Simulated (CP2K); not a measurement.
# Si in CP2K: convergence with cutoff ry

Input of the first run (cutoff ry 90 Ry); the others differ in this setting and in those tied to it:

File si_converge.inp:

```
&GLOBAL
  PROJECT si_converge
  RUN_TYPE ENERGY_FORCE
  PRINT_LEVEL LOW
&END GLOBAL
&FORCE_EVAL
  METHOD QS
  STRESS_TENSOR ANALYTICAL
  &DFT
    BASIS_SET_FILE_NAME BASIS_MOLOPT
    POTENTIAL_FILE_NAME GTH_POTENTIALS
    &MGRID
      CUTOFF 90
      REL_CUTOFF 60
      NGRIDS 4
    &END MGRID
    &QS
      METHOD GPW
      EPS_DEFAULT 1.0E-9
    &END QS
    &KPOINTS
      SCHEME MONKHORST-PACK 10 10 9
      GAMMA_CENTERED T
      SYMMETRY T
      SYMMETRY_BACKEND SPGLIB
    &END KPOINTS
    &SCF
      SCF_GUESS ATOMIC
      EPS_SCF 1.0E-6
      MAX_SCF 100
      ADDED_MOS 8
      CHOLESKY OFF
      EPS_EIGVAL 1.0E-7
      &DIAGONALIZATION ON
        ALGORITHM STANDARD
      &END DIAGONALIZATION
      &MIXING ON
        METHOD BROYDEN_MIXING
        ALPHA 0.4
        BETA 1.5
        NBUFFER 8
      &END MIXING
      &SMEAR ON
        METHOD FERMI_DIRAC
        ELECTRONIC_TEMPERATURE [K] 116.045
      &END SMEAR
    &END SCF
    &XC
      &XC_FUNCTIONAL
        &GGA_X_PBE
        &END GGA_X_PBE
        &GGA_C_PBE
        &END GGA_C_PBE
      &END XC_FUNCTIONAL
    &END XC
    &PRINT
      &KPOINTS ON
      &END KPOINTS
      &MULLIKEN ON
      &END MULLIKEN
      &MO ON
        ENERGIES T
        OCCUPATION_NUMBERS T
        &EACH
          QS_SCF 0
        &END EACH
        ADD_LAST NUMERIC
      &END MO
    &END PRINT
  &END DFT
  &SUBSYS
    &CELL
      ABC 2.6249271985 2.7811944065 2.5780473581
      ALPHA_BETA_GAMMA 102.2285156175 99.6627307676 125.6339764132
      PERIODIC XYZ
    &END CELL
    &COORD
      SCALED
      Si  -0.0148720000 -0.0602560000 -0.0129640000
    &END COORD
    &KIND Si
      BASIS_SET DZVP-MOLOPT-SR-GTH-q4
      POTENTIAL GTH-PBE-q4
    &END KIND
    &PRINT
      &ATOMIC_COORDINATES ON
      &END ATOMIC_COORDINATES
      &CELL ON
      &END CELL
    &END PRINT
  &END SUBSYS
  &PRINT
    &FORCES ON
    &END FORCES
    &STRESS_TENSOR ON
    &END STRESS_TENSOR
  &END PRINT
&END FORCE_EVAL
```

Potentials or basis: GTH_POTENTIALS Si GTH-PBE-q4; DZVP-MOLOPT-SR-GTH basis.

Launch:

```console
$ OMP_NUM_THREADS=1 cp2k.psmp -i si_converge.inp -o si_converge.out
```

The cell isn't the ideal one: cell strained at random at fixed volume.

This isn't the form of Si at room conditions, which is diamond.

Hardware: 1 thread of Arm Neoverse V2, with other jobs on the host.

```
cutoff ry  energy less the tightest run, at zero smearing (meV/atom)  SCF cycles  CPU time (s)  peak memory (GiB)
    90 Ry                                                       0.00           9            15               0.16
   140 Ry                                                       0.00           9            15               0.17
   190 Ry                                                       0.00           9            15               0.17
   250 Ry                                                       0.00           9            15               0.17
   320 Ry                                                       0.00           9            15               0.17
   380 Ry                                                       0.00           9            14               0.18
   450 Ry                                                       0.00           9            15               0.19
   560 Ry                                                       0.00           9            15                0.2
   720 Ry                                                       0.00           9            15               0.21
```

Against the tightest run, the energy stays within 1 meV/atom from 90 Ry on. The tightest run that finished is the yardstick and may itself not be fully converged.
